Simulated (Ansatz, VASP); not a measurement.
AlCo in VASP and in Ansatz

```
Co Al
1.0
     2.80532    0.00000    0.00000
     0.00000    2.80532    0.00000
     0.00000    0.00000    2.80532
Co Al
1 1
Direct
  0.00000 0.00000 0.00000
  0.50000 0.50000 0.50000
```

Alike in both runs: functional PBE; k mesh 14 × 14 × 14; occupations fermi-dirac, width 0.1 eV; no spin polarisation.

Ansatz relaxed the structure, and its values are those at the end. VASP's run is a single point on that final structure, the one shown.

```csv
,VASP,Ansatz
version,VASP 6.6.1,Ansatz 0.2.0
potentials or method,"VASP PAW PBE potentials, release 64 (Co, Al)","PAW with Ansatz's default frozen-core files, scalar-relativistic"
plane-wave cutoff (eV),520,420
valence electrons in the cell,12,20
```

```csv
,VASP,Ansatz,Ansatz less VASP
pressure (GPa),9.9,10.0,+0.09
```

The two sets of potentials don't hold the same shells in valence.

Spin polarisation is off, so any magnetic state and its effect on volume and gap are missing.
